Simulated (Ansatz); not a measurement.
Molecular dynamics on a 2×2×2 supercell (16 atoms) of GaAs (F-43m), relaxed with r2SCAN. Forces come from PBE in the PAW code Ansatz: constant energy and volume (NVE), velocities drawn at 600 K, steps of 2 fs. Classical nuclei, no spin polarisation; a few dozen steps show the first response, not equilibrium.

```yaml
crystal:
  lattice:
    - [0.0, 5.6661663819, 5.6661663819]
    - [5.6661663819, 0.0, 5.6661663819]
    - [5.6661663819, 5.6661663819, 0.0]
  atoms:
    - { symbol: Ga, position: [0.0, 0.0, 0.0] }
    - { symbol: As, position: [0.125, 0.125, 0.125] }
    - { symbol: Ga, position: [0.0, 0.0, 0.5] }
    - { symbol: As, position: [0.125, 0.125, 0.625] }
    - { symbol: Ga, position: [0.0, 0.5, 0.0] }
    - { symbol: As, position: [0.125, 0.625, 0.125] }
    - { symbol: Ga, position: [0.0, 0.5, 0.5] }
    - { symbol: As, position: [0.125, 0.625, 0.625] }
    - { symbol: Ga, position: [0.5, 0.0, 0.0] }
    - { symbol: As, position: [0.625, 0.125, 0.125] }
    - { symbol: Ga, position: [0.5, 0.0, 0.5] }
    - { symbol: As, position: [0.625, 0.125, 0.625] }
    - { symbol: Ga, position: [0.5, 0.5, 0.0] }
    - { symbol: As, position: [0.625, 0.625, 0.125] }
    - { symbol: Ga, position: [0.5, 0.5, 0.5] }
    - { symbol: As, position: [0.625, 0.625, 0.625] }
kpoints:
  mp_grid: { grid: [2, 2, 2] }
hamiltonian:
  xc: pbe
scf:
  occupations: { method: fermi_dirac, width: 0.052 }
md:
  ensemble: nve
  temperature: 600
  timestep: 2.0
  n_steps: 40
  initial_velocities: maxwell_boltzmann
  seed: 1609
```

Run as `ansatz run input.yaml --threads 4 --pin off --max-ram 3686MiB --backend cpu --events-out ev --progress --plain --runs-dir out`. Wall time 2.8 min on 4 threads of Arm Neoverse V1 (shared host), load about 0.5 per core; peak host memory 1.6 GiB.

```
step  t (fs)  T (K)  free energy F from step 0 (meV/atom)  kinetic energy (meV/atom)  largest force (eV/Å)
   0       0    600                                   0.0                       72.7                  0.00
   1       2    596                                   0.5                       72.3                  0.24
   2       4    585                                   1.8                       70.9                  0.49
   3       6    566                                   4.1                       68.6                  0.75
   4       8    541                                   7.1                       65.6                  1.01
   5      10    510                                  10.9                       61.8                  1.27
   6      12    474                                  15.3                       57.5                  1.52
   7      14    435                                  20.1                       52.7                  1.77
   8      16    393                                  25.1                       47.6                  2.00
   9      18    351                                  30.2                       42.5                  2.21
  10      20    310                                  35.3                       37.5                  2.41
  11      22    271                                  39.9                       32.9                  2.57
  12      24    237                                  44.1                       28.7                  2.70
  13      26    207                                  47.7                       25.1                  2.80
  14      28    184                                  50.5                       22.3                  2.86
  15      30    168                                  52.4                       20.4                  2.88
  16      32    160                                  53.4                       19.4                  2.86
  17      34    159                                  53.6                       19.2                  2.81
  18      36    165                                  52.8                       20.0                  2.73
  19      38    177                                  51.3                       21.5                  2.61
  20      40    195                                  49.1                       23.7                  2.46
  21      42    218                                  46.4                       26.4                  2.30
  22      44    244                                  43.2                       29.6                  2.11
  23      46    273                                  39.7                       33.1                  1.91
  24      48    302                                  36.1                       36.6                  1.71
  25      50    332                                  32.6                       40.2                  1.49
  26      52    360                                  29.1                       43.6                  1.30
  27      54    386                                  25.9                       46.8                  1.24
  28      56    410                                  23.1                       49.6                  1.17
  29      58    429                                  20.7                       52.0                  1.10
  30      60    445                                  18.8                       53.9                  1.02
  31      62    456                                  17.5                       55.3                  0.93
  32      64    462                                  16.7                       56.0                  0.87
  33      66    464                                  16.5                       56.2                  0.92
  34      68    460                                  17.0                       55.7                  0.96
  35      70    451                                  18.0                       54.7                  0.99
  36      72    438                                  19.6                       53.1                  1.01
  37      74    421                                  21.7                       51.0                  1.03
  38      76    400                                  24.3                       48.4                  1.04
  39      78    375                                  27.3                       45.4                  1.11
  40      80    348                                  30.6                       42.1                  1.23
```

The temperature starts at 600 K, is lowest at step 17 (159 K, 34 fs) and ends at 348 K. The atoms start on their lattice sites with kinetic energy alone, so much of it first passes into potential energy. The conserved energy stays within 0.11 meV an atom. By the last step the atoms have moved 0.17 Å in the root mean square, the drift of the whole cell taken out, 0.27 Å at most.

Positions (Å) and forces (eV/Å) at step 40:
```
Ga  -0.086  -0.165   0.040     0.264  -0.032  -0.113
As   1.303   1.327   1.436     0.201   0.035  -0.100
Ga   2.833   2.675   0.070    -0.048  -0.009  -0.128
As   4.060   4.239   1.482     0.646  -0.313   0.159
Ga   2.902   0.077   2.780    -0.188  -0.143   0.490
As   4.294   1.383   4.335    -0.346   0.418  -0.122
Ga   5.657   2.873   2.928    -0.686   0.064  -0.304
As   7.239   4.151   4.208     0.222   0.343   0.031
Ga   0.035   2.870   2.837    -0.188  -0.638   0.763
As   1.495   4.302   4.197    -0.533   0.060   0.194
Ga   2.696   5.838   2.719     0.149   0.163   0.195
As   4.263   6.964   4.294    -0.029   0.710  -0.785
Ga   2.897   2.976   5.689    -0.010  -0.583  -0.230
As   4.302   4.259   7.159     0.564   0.672  -0.859
Ga   5.839   5.626   5.520    -0.563  -0.450   0.759
As   6.941   7.273   6.961     0.543  -0.299   0.049
```
